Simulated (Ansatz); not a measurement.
Geometry optimisation in Ansatz: input, command and trajectory.

```yaml
crystal:
  lattice:
    - [2.7576550889, 0.0, 0.0]
    - [-1.3788275445, 2.3881993619, 0.0]
    - [0.0, 0.0, 4.4307362996]
  atoms:
    - { symbol: Rh, position: [0.6666666667, 0.3333333333, 0.75] }
    - { symbol: Rh, position: [0.3333333333, 0.6666666667, 0.25] }
basis:
  ecutwfc: 500
kpoints:
  mp_grid: { grid: [18, 18, 10] }
hamiltonian:
  xc: r2scan
scf:
  occupations: { method: gaussian, width: 0.1 }
output:
  forces: true
  stress: true
  eigenvalues: true
relax:
  adjacent_minimum: "off"
  f_tol: 0.01
  max_steps: 30
  cell: { stress_tol: 0.1, fix: [volume] }
```

```bash
ansatz run input.yaml --threads 1 --pin off --max-ram 2560MiB --backend cpu --events-out ev --progress --plain --runs-dir out
```

Method: DFT r2SCAN, scalar-relativistic, plane waves, PAW (Ansatz 0.2.0).

The volume is held at 1.06 times that of the relaxed cell.

Of 3 frames 3 are shown, positions in Å and forces in eV/Å; the SCF threshold varies from step to step. Steps run on the plane waves of an earlier cell, with a Pulay correction in the pressure. The basis is chosen afresh for the last frame, the zero of the energies, and at times for earlier ones too; energy and pressure step there, also at an unchanged geometry.

```xyz
2
Lattice="2.7577 0.0000 0.0000 -1.3788 2.3882 0.0000 0.0000 0.0000 4.4307" Properties=species:S:1:pos:R:3:forces:R:3 pbc="T T T" step=1 free_energy_over_end_meV_per_atom=0.01 pressure_GPa=-14.02
Rh    1.3788    0.7961    3.3231    0.0000    0.0000    0.0000
Rh    0.0000    1.5921    1.1077    0.0000    0.0000    0.0000
2
Lattice="2.7586 0.0000 0.0000 -1.3793 2.3891 0.0000 0.0000 0.0000 4.4275" Properties=species:S:1:pos:R:3:forces:R:3 pbc="T T T" step=2 free_energy_over_end_meV_per_atom=0.00 pressure_GPa=-14.01
Rh    1.3793    0.7964    3.3207    0.0000    0.0000    0.0000
Rh    0.0000    1.5927    1.1069    0.0000    0.0000    0.0000
2
Lattice="2.7586 0.0000 0.0000 -1.3793 2.3891 0.0000 0.0000 0.0000 4.4275" Properties=species:S:1:pos:R:3:forces:R:3 pbc="T T T" step=3 free_energy_over_end_meV_per_atom=0.00 pressure_GPa=-14.01
Rh    1.3793    0.7964    3.3207    0.0000    0.0000    0.0000
Rh    0.0000    1.5927    1.1069    0.0000    0.0000    0.0000
```

It took 37 s on 1 thread of Intel(R) Xeon(R) Platinum 8375C CPU @ 2.90GHz (Ice Lake), on a shared host, peak memory 0.57 GiB.